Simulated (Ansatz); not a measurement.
# Si: how the settings move a single-point run

Question: which choices in the input matter for Si?

Method: reference: DFT, HSE06, plane waves, PAW, in Ansatz 0.2.0.

## 1. The system as given

It takes space group P6_3/mmc (No. 194, hexagonal). Conventional cell: a = 3.832 Å, b = 3.832 Å, c = 6.341 Å, α = 90.00°, β = 90.00°, γ = 120.00°. Around Si (site symmetry 3m) lie 4 Si at 2.35 to 2.37 Å.

Coordinates:

```cif
data_structure
_symmetry_space_group_name_H-M 'P6_3/mmc'
_symmetry_Int_Tables_number 194
_cell_length_a 3.8321
_cell_length_b 3.8321
_cell_length_c 6.3412
_cell_angle_alpha 90.000
_cell_angle_beta 90.000
_cell_angle_gamma 120.000
_cell_volume 80.65
loop_
_atom_site_label
_atom_site_type_symbol
_atom_site_symmetry_multiplicity
_atom_site_Wyckoff_symbol
_atom_site_fract_x
_atom_site_fract_y
_atom_site_fract_z
_atom_site_occupancy
Si1 Si 4 f 0.33333 0.66667 0.06306 1
```

## 2. Reference

Contents of input.yaml:

```yaml
crystal:
  lattice:
    - [3.8321168108, 0.0, 0.0]
    - [-1.9160584054, 3.3187105084, 0.0]
    - [0.0, 0.0, 6.3412386841]
  atoms:
    - { symbol: Si, position: [0.3333333333, 0.6666666667, 0.0630612447] }
    - { symbol: Si, position: [0.6666666667, 0.3333333333, 0.5630612447] }
    - { symbol: Si, position: [0.3333333333, 0.6666666667, 0.4369387553] }
    - { symbol: Si, position: [0.6666666667, 0.3333333333, 0.9369387553] }
kpoints:
  mp_grid: { grid: [6, 6, 2] }
hamiltonian:
  xc: hse06
scf:
  occupations: { method: fixed }
  n_extra_bands: 5
output:
  forces: true
  stress: true
  eigenvalues: true
```

The run is started by

```sh
$ ansatz run input.yaml --threads 4 --pin off --max-ram 4608MiB --backend cpu --events-out ev --progress --plain --runs-dir out
```

## 3. Changed: xc cam_b3lyp

input.yaml: that of step 2 with these lines changed.

```diff
@@ -13,3 +13,3 @@
 hamiltonian:
-  xc: hse06
+  xc: cam_b3lyp
 scf:
```

## 4. Changed: exchange pbe, correlation pbe, coeff 0.75, omega 0.1

input.yaml: that of step 2 with these lines changed.

```diff
@@ -13,3 +13,3 @@
 hamiltonian:
-  xc: hse06
+  xc: { exchange: pbe, correlation: pbe, exx: { coeff: 0.75, omega: 0.1 } }
 scf:
```

## 5. Changing settings: exchange pbe, correlation pbe, coeff 0.5, omega 0.5

input.yaml: that of step 2 with these lines changed.

```diff
@@ -13,3 +13,3 @@
 hamiltonian:
-  xc: hse06
+  xc: { exchange: pbe, correlation: pbe, exx: { coeff: 0.5, omega: 0.5 } }
 scf:
```

## 6. Variant: occupations.method cold, occupations.width 0.001

input.yaml: that of step 2 with these lines changed.

```diff
@@ -15,3 +15,3 @@
 scf:
-  occupations: { method: fixed }
+  occupations: { method: cold, width: 0.001 }
   n_extra_bands: 5
```

**Question.** What will these runs give? Wanted: for each run, ending; energy change; pressure; gap; force.

As calculated:

| run | ending | energy change | pressure (GPa) | gap (eV) | force (eV/Å) | cycles | time |
| --- | --- | --- | --- | --- | --- | --- | --- |
| reference | converged | 0 | -0.2 | 0.97 | 0.05 | 12 | 14 s |
| 1: xc cam_b3lyp | converged | not comparable | 0.0 | 3.66 | 0.04 | 13 | 19 s |
| 2: exchange pbe, correlation pbe, coeff 0.75, omega 0.1 | converged | not comparable | -3.3 | 3.15 | 0.06 | 17 | 19 s |
| 3: exchange pbe, correlation pbe, coeff 0.5, omega 0.5 | converged | not comparable | -0.4 | 0.86 | 0.05 | 14 | 17 s |
| 4: occupations.method cold, occupations.width 0.001 | converged | 0.0 meV/atom (σ→0) | -0.2 | 0.97 | 0.05 | 12 | 15 s |

Residual by cycle in the longest SCF loop of each run; runs are numbered as in the table. The quantity is the density residual dr2, in eV.

| cycle | reference | run 1 | run 2 | run 3 | run 4 |
| --- | --- | --- | --- | --- | --- |
| 1 | 0.00555 | 0.00756 | 0.0375 | 0.0121 | 0.00556 |
| 2 | 0.00163 | 0.0119 | 0.0413 | 0.00364 | 0.00162 |
| 3 | 1.6e-4 | 0.00179 | 0.00897 | 4.6e-4 | 1.6e-4 |
| 4 | 1.7e-5 | 2.6e-4 | 0.00221 | 6.4e-5 | 1.7e-5 |
| 5 | 5.4e-6 | 3.2e-5 | 8.2e-5 | 2.8e-5 | 5.3e-6 |
| 6 | 3.2e-7 | 1.4e-7 | - | 2.0e-6 | 3.2e-7 |

«occupations.method cold, occupations.width 0.001» leaves the energy as it was.
